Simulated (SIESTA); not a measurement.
Au:

```
CELL_PARAMETERS angstrom
1.41131 -2.55593 0.00000
1.41131 2.55593 0.00000
0.00000 0.00000 4.89317
ATOMIC_POSITIONS crystal
Au 0.33467 0.66533 0.25000
Au 0.66533 0.33467 0.75000
```

This isn't the form of Au at room conditions, which is fcc.

Base run:

| Quantity | Value |
| --- | --- |
| Program | SIESTA 5.4.2 |
| Functional | PBEsol |
| Potentials or basis | PseudoDojo 0.4 standard (PBEsol files) |
| Basis | DZP (energy shift 0.003 Ry; two zetas on semicore shells) |
| Grid cutoff | 800 Ry |
| Energy shift | 0.003 Ry |
| k mesh | 11 × 11 × 6 |
| Occupations | fermi-dirac, width 0.05 eV |
| Spin | no spin polarisation |

Its results: band gap on the k mesh none (metal or under the smearing width); pressure -3.9 GPa; largest force 0.041 eV/Å.

**Question.** The run is repeated on the same cell with these changes: functional from PBEsol to LDA; potentials or basis from PseudoDojo 0.4 standard (PBEsol files) to PseudoDojo 0.4 standard (LDA files). What comes out?

**Answer.** Band gap on the k mesh none (metal or under the smearing width); pressure -8.4 GPa; largest force 0.035 eV/Å.

Caveats: short orbitals over semicore shells can move pressures by several GPa; the basis of atomic orbitals isn't converged, which shifts pressures, moduli and gaps.

Not every run made on this cell is shown here.
